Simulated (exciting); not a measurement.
Crystal: CuI (Marshite).

```xyz
2
Lattice="0.0000 3.0315 3.0315 3.0315 0.0000 3.0315 3.0315 3.0315 0.0000" Properties=species:S:1:pos:R:3 pbc="T T T"
I     0.0000    0.0000    0.0000
Cu    1.5157    1.5157    1.5157
```

Base run:

```yaml
Program: exciting (release sodium)
Functional: RPBE
Potentials_or_basis: all-electron LAPW+lo, shipped species files, valence relativity iora*
rgkmax: 9
k_mesh: 8 × 8 × 8
Occupations: gaussian, width 0.1 eV
Spin: no spin polarisation
```

Its results: band gap on the k mesh 1.26 eV, direct.

Problem. The run is repeated on the same cell with these changes: functional from RPBE to PBEsol; occupations from gaussian, width 0.1 eV to gaussian, width 0.02 eV. What comes out?

Solution. Band gap on the k mesh 1.01 eV, direct.

Caveats: spin-orbit coupling is left out, which moves the levels of the heavy elements.

A k mesh can miss the band edges.

Not every run made on this cell is shown here.
